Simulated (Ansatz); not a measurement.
## HfO2: what a change does to the field gradients

Base: a structure deposited in the COD whose atoms were relaxed with PBE, the cell held.

```xyz
12
Lattice="5.1180 0.0000 0.0000 0.0000 5.1857 0.0000 -0.8587 0.0000 5.2139" Properties=species:S:1:pos:R:3 pbc="T T T"
Hf    1.2374    0.2172    1.0852
Hf    3.4512    2.8100    1.5218
Hf    3.0219    4.9685    4.1287
Hf    0.8081    2.3757    3.6921
O     1.8731    3.9327    2.5041
O     2.8156    1.3399    0.1029
O     2.3863    1.2530    2.7098
O     1.4437    3.8458    5.1110
O     0.0807    1.7593    1.7672
O     4.6079    4.3521    0.8397
O     4.1786    3.4264    3.4466
O    -0.3486    0.8336    4.3742
```

Atoms are numbered from 1 in the order listed; like atoms form one site, named after its first atom.

Computed with Ansatz: DFT, PBE, plane waves and PAW, scalar-relativistic, 420 eV cutoff, Γ-centred 4×4×4 k-points, Fermi–Dirac smearing 0.02 eV.

Task: Variant: atom 4 (Hf) moved by 0.10 Å along (0.030, -0.059, 0.075) Å. What happens to the gradients (10²¹ V/m²)?

Result: 

| site | atoms | V_zz base | η base | V_zz variant | η variant |
| --- | --- | --- | --- | --- | --- |
| Hf1 | 1 | 12.69 | 0.15 | 12.94 | 0.27 |
| Hf2 | 2 | 12.69 | 0.15 | 12.89 | 0.11 |
| Hf3 | 3 | 12.69 | 0.15 | 12.72 | 0.17 |
| Hf4 | 4 | 12.69 | 0.15 | 15.72 | 0.17 |
| O5 | 5 | 1.07 | 1.00 | 1.18 | 0.89 |
| O6 | 6 | 1.07 | 1.00 | -1.27 | 0.85 |
| O7 | 7 | 1.07 | 1.00 | 1.29 | 0.46 |
| O8 | 8 | 1.07 | 1.00 | -1.36 | 0.58 |
| O9 | 9 | -1.32 | 0.88 | -1.51 | 0.34 |
| O10 | 10 | -1.32 | 0.88 | -1.37 | 0.95 |
| O11 | 11 | -1.32 | 0.88 | -1.45 | 0.70 |
| O12 | 12 | -1.32 | 0.88 | -1.19 | 0.70 |

The largest change of V_zz along a kept axis is on Hf4, from 12.69 to 15.72. In per cent, |V_zz| changes by 0 to +24 on Hf, -10 to +21 on O (all sites that start above 0.5, bar those whose gradient vanishes or changes sign or whose main axis turns by over 40°). Where |V_zz| stays above 0.1 and the axes keep their order, η moves most on O9, from 0.88 to 0.34. On O6, O8 the largest principal value lies along another axis in the second run, so the two V_zz can't be compared directly. The number of symmetry-distinct sites goes from 3 to 12.

Without spin–orbit coupling the gradients at and beside Hf can be off by some per cent, at some sites by more.
For the base: At this cell the principal stresses reach 5 GPa in size with PBE, which can matter for small gradients.
For the variant: The atoms aren't relaxed after the move (largest force 2.2 eV/Å).
